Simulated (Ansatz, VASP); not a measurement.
# One calculation of Rb, two programs

INCAR

```
ALGO     = Normal         # electronic algorithm
EDIFF    = 1E-7           # SCF threshold, eV
ENCUT    = 520            # plane-wave cutoff, eV
GGA      = PE             # functional
ISIF     = 2              # what is computed and relaxed
ISMEAR   = -1             # smearing method
LASPH    = T              # aspherical terms in the spheres
LCHARG   = F              # write CHGCAR
LREAL    = F              # projectors in reciprocal space
LWAVE    = F              # write WAVECAR
NBANDS   = 10             # bands
NELM     = 100            # most SCF steps
PREC     = Accurate       # precision mode
SIGMA    = 0.05           # smearing width, eV
```

Contents of KPOINTS:

```
k-points
0
Gamma
  8 8 8
```

File POSCAR:

```
Rb
1.0
   -2.8060000000      2.8060000000      2.8060000000
    2.8060000000     -2.8060000000      2.8060000000
    2.8060000000      2.8060000000     -2.8060000000
Rb
1
Direct
    0.0000000000      0.0000000000      0.0000000000
```

Input for Ansatz:

```yaml
crystal:
  lattice:
    - [-2.806, 2.806, 2.806]
    - [2.806, -2.806, 2.806]
    - [2.806, 2.806, -2.806]
  atoms:
    - { symbol: Rb, position: [0.0, 0.0, 0.0] }
kpoints:
  mp_grid: { grid: [8, 8, 8] }
  band_path:
    path:
      - [0.0, 0.0, 0.0]
      - [0.5, -0.5, 0.5]
      - [0.0, 0.0, 0.5]
      - [0.0, 0.0, 0.0]
      - [0.25, 0.25, 0.25]
      - [0.5, -0.5, 0.5]
      - [0.25, 0.25, 0.25]
      - [0.0, 0.0, 0.5]
    npoints: 14
scf:
  occupations: { method: fermi_dirac, width: 0.05 }
hamiltonian:
  xc: pbe
  pseudopotentials: { kind: all_electron, lapw: { basis_error: 0.001 } }
output:
  forces: true
  stress: true
  eigenvalues: true
  populations: true
  dos: { projected: true, de: 0.2, e_range: [-14, 8] }
```

Alike in both runs: task single point; functional PBE; k mesh 8 × 8 × 8; occupations fermi-dirac, width 0.05 eV; no spin polarisation.

|  | VASP | Ansatz |
| --- | --- | --- |
| version | VASP 6.6.1 | Ansatz 0.2.0 |
| potentials or method | VASP PAW PBE potentials, release 64 (Rb_sv) | all-electron LAPW, scalar-relativistic |
| plane-wave cutoff (eV) | 520 | see its input |

```tsv
	VASP	Ansatz	Ansatz less VASP
pressure (GPa)	0.1	0.1	0.00
```

Ansatz ran all-electron here, so the differences hold the error of VASP's frozen core and of both bases.
